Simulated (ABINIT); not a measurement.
Runs of ABINIT 10.8.3 (patched build) on PtSe2 (Sudovikovite). It takes space group P-3m1 (No. 164, trigonal). The conventional cell has a = 3.724 Å, b = 3.724 Å, c = 5.062 Å, α = 90.00°, β = 90.00°, γ = 120.00°. Pt (site symmetry -3m) is surrounded by 6 Se at 2.49 Å. Se (site symmetry 3m) has 3 Pt at 2.49 Å as nearest neighbours. 

| level | gap on the mesh (eV) | pressure (GPa) | largest force (eV/Å) |
| --- | --- | --- | --- |
| AM05 | none | 2.6 | 0.29 |
| PW91 | none | 8.0 | 0.73 |
| BLYP | none | (a) | 1.11 |
| SCAN | none | 3.1 | 0.06 |
| WC | none | (b) | 0.54 |
| PBEsol | none | (c) | 0.45 |
| revPBE | none | 9.6 | 0.72 |
| r2SCAN | none | 5.4 | 0.44 |

Alike in all rows: task single point; potentials or basis JTH PAW PBE v2.0; no spin polarisation; cell as given; k mesh 8 × 8 × 5; cutoff (eV) 517; smearing fermi-dirac 0.05 eV.

Question: Estimate the missing entries.

Answer: (a) 15.0; (b) 3.4; (c) 2.8.

Caveats: the PAW data sets were made with another functional, which shifts forces and pressure a little; the atomic spheres overlap.

A k mesh can miss the band edges, and the runs leave out spin-orbit coupling on Pt, Se.

A gap of «none» marks a metal or a gap under the smearing width.

Runs at the PBE level aren't shown here.
